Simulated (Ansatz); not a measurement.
## B: rattling a relaxed structure

The cell was found from a structure generator's guess, not taken from experiment.

These are results of Ansatz, DFT PBE, scalar-relativistic, plane waves, PAW, not measurements. Settings: cutoff 420 eV, Γ-centred mesh 28×28×28 on the computed 1-atom cell, Gaussian smearing of 0.10 eV; no spin polarisation.

The cell below (1 atom, space group Pm-3m (No. 221)) is relaxed within its symmetry.

```yaml
crystal:
  lattice:
    - [1.88487, 0.00000, 0.00000]
    - [0.00000, 1.88487, 0.00000]
    - [0.00000, 0.00000, 1.88487]
  atoms:
    - { symbol: B, position: [0.50000, 0.50000, 0.50000] }
```

For the test a repeat of it with 8 atoms (edges 3.77, 3.77, 3.77 Å) was strained at random (σ = 1.5 % a component), the atoms were moved at random (σ = 0.15 Å), and all was relaxed again on a coarse 6×6×6 mesh (in the run’s order of axes) with 0.20 eV smearing, with no symmetry imposed.

Q: Does it come back?

A: It doesn't return. The energy falls by 633 meV/atom on that mesh, the volume changes by 32.1 %, and the end has space group Pmmn (No. 59) at a loose tolerance. Relaxed again on a 34×20×14 mesh with 0.10 eV smearing, the new structure lies 619 meV/atom below the first (mesh in the axes of the run's cell; the cell below is made exact in the group named). Space group Pmmn (No. 59), orthorhombic, a = 1.625 Å, b = 2.866 Å, c = 3.914 Å. B is surrounded by 2 B at 1.62 Å and 4 B at 1.86 Å.

```
B
1.0
     1.62456    0.00000    0.00000
     0.00000    2.86615    0.00000
     0.00000    0.00000    3.91440
B
2
Direct
  0.00000 0.50000 0.60926
  0.50000 0.00000 0.39074
```
